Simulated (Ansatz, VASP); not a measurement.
## HfN: VASP beside Ansatz

File INCAR:

```
SYSTEM = HfN
PREC = Accurate
ENCUT = 520
EDIFF = 1E-6
ISMEAR = 0
SIGMA = 0.15
LREAL = .FALSE.
LASPH = .TRUE.
NELM = 100
ALGO = Normal
ISIF = 2
LWAVE = .FALSE.
LCHARG = .FALSE.
GGA = PE
NBANDS = 14
```

File KPOINTS:

```
regular mesh
0
G
  16 16 16
  0 0 0
```

The input POSCAR:

```
HfN
1.0
    0.0000000000      2.2738140414      2.2738140414
    2.2738140414      0.0000000000      2.2738140414
    2.2738140414      2.2738140414      0.0000000000
Hf N
1 1
Direct
    0.0013390996     -0.0013390996      0.0013390996
    0.4829361596      0.5170638404      0.4829361596
```

Input for Ansatz:

```yaml
crystal:
  lattice:
    - [0.0, 2.2738140414, 2.2738140414]
    - [2.2738140414, 0.0, 2.2738140414]
    - [2.2738140414, 2.2738140414, 0.0]
  atoms:
    - { symbol: Hf, position: [0.0013390996, -0.0013390996, 0.0013390996] }
    - { symbol: "N", position: [0.4829361596, 0.5170638404, 0.4829361596] }
basis:
  ecutwfc: 520.0
kpoints:
  mp_grid: { grid: [16, 16, 16] }
hamiltonian:
  xc: pbe
  pseudopotentials: { kind: paw, azcp: { folder: soft_1 } }
scf:
  occupations: { method: gaussian, width: 0.15 }
output:
  forces: true
  stress: true
  eigenvalues: true
```

Change from the starting cell: mode 5 frozen in at -0.078 Å, normal strain along y +0.0000.

Alike in both runs: task single point; functional PBE; k mesh 16 × 16 × 16; occupations gaussian, width 0.15 eV; no spin polarisation.

```csv
,VASP,Ansatz
version,VASP 6.6.1,Ansatz 0.2.0
potentials or method,"VASP PAW PBE potentials, release 64 (Hf_pv, N)","scalar-relativistic, plane waves, PAW"
plane-wave cutoff (eV),520,520
valence electrons in the cell,15,31
```

Ansatz gave:

* gap on the k mesh at the Fermi level (eV): none
* pressure (GPa): 0.9
* largest component of the traceless stress (GPa): 1.72
* rms of the force components (eV/Å): 0.532

Task: Which values does VASP return?

Result: gap on the k mesh at the Fermi level (eV): none; pressure (GPa): -1.4; largest component of the traceless stress (GPa): 1.69; rms of the force components (eV/Å): 0.531.

Atom by atom the forces differ by 0.001 eV/Å (rms over components). A gap of «none» marks a metal or a gap that the smearing closes. With one functional, cell and mesh, what is left measures potentials, basis and numerics. The two sets of potentials don't hold the same shells in valence.

The runs have no spin-orbit coupling, so splittings on Hf are missing.
